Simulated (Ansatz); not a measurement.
# Zone-centre modes in C

Computed with Ansatz 0.2.0, DFT PBE, scalar-relativistic, plane waves, PAW. Cutoff 420 eV, Γ-centred 10×6×6 k-points, Gaussian smearing of 0.05 eV. No spin polarisation.

The undisturbed cell (relaxed at this level):

```xyz
8
Lattice="-2.5116 0.0000 0.0000 0.0000 0.0000 -4.1804 0.0000 -4.3502 0.0000" Properties=species:S:1:pos:R:3 pbc="T T T"
C    -1.2558   -0.7250   -3.9181
C     0.0000   -2.9001   -3.9181
C     0.0000   -1.4501   -1.8279
C    -1.2558   -3.6251   -1.8279
C    -1.2558   -0.7250   -2.3524
C     0.0000   -2.9001   -2.3524
C     0.0000   -1.4501   -0.2622
C    -1.2558   -3.6251   -0.2622
```

Harmonic modes by finite displacements of 0.02 Å, without the LO–TO term. The cell doubles the primitive one, so its zone centre also holds the primitive cell's point q = (0, 1/2, 0).

Problem. At this geometry, is the structure stable against these modes?

Solution. Yes: no mode is imaginary beyond 10 cm⁻¹, and only the three translations lie near zero.

Problem. List the wavenumbers in cm⁻¹.

Solution. 0, 0, 0, 527, 527, 543, 676, 761, 953, 959, 993, 1041, 1052, 1094, 1149, 1180, 1180, 1195, 1219, 1220, 1238, 1265, 1294, 1295.

Cost: 1 run of about 1.4 core-minutes, on Arm Neoverse V1 (shared hosts).